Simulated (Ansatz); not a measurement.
# G0W0 run on MgS (Fm-3m)

Method: G0W0@PBE, full frequency by contour deformation, all-electron datasets in plane waves (scalar-relativistic, Gaussian nuclei) in Ansatz 0.2.0-dev.

The input was:

```yaml
crystal:
  lattice:
    - [0.0, 2.58, 2.58]
    - [2.58, 0.0, 2.58]
    - [2.58, 2.58, 0.0]
  atoms:
    - { symbol: Mg, position: [0.0, 0.0, 0.0] }
    - { symbol: S, position: [0.5, 0.5, 0.5] }
basis:
  precision: f64
  xc_grid: 2
kpoints:
  mp_grid: { grid: [4, 4, 4], shift: [0, 0, 0] }
hamiltonian:
  xc: pbe
  dispersion: none
  pseudopotentials: { kind: all_electron, nuclear_model: gaussian }
magnetization:
  spin_polarized: false
scf:
  lower_state_search: "off"
  max_iter: 200
  occupations: { method: fixed }
  convergence: { dr2_threshold: "1e-10 eV" }
output: {}
gw:
  n_empty_bands: 221
  ecut_chi: 200
  ecutfock_ratio: 1
  qp_bands: [v1, c1]
  screening: { model: contour_deformation }
```

Levels count from the highest filled Kohn-Sham level listed; ε_QP = ε_KS + Z(Σ − Vxc). VB is the top filled band, CB the lowest empty one. Points in brackets are given in fractions of the reciprocal vectors. The wave cutoff came out at 3300 eV.

```tsv
k	band	ε_KS (eV)	Σx − Vxc (eV)	Σc (eV)	Z	ε_QP (eV)
Γ	VB	0.00	-2.88	1.52	0.78	-1.06
Γ	CB	3.91	4.77	-4.32	0.81	4.27
(0, -0.5, -0.5)	CB	2.82	4.37	-3.87	0.81	3.22
```

The gap (from Γ to k = (0, -0.5, -0.5)) opens from 2.82 eV to 4.28 eV.

Electronic (ion-clamped) dielectric constant on this mesh, from the head of the inverse dielectric matrix: 6.1.

The cell is a model at fixed atoms and needn't be the relaxed known crystal. The mesh is coarse, so these are values at the stated settings, not converged ones. Band sums or response are cut, so the gap isn't at its basis limit. The gap is read on the mesh, and the crystal's band edges can lie off it. Meshes this coarse can overestimate the dielectric constant by a tenth and more.
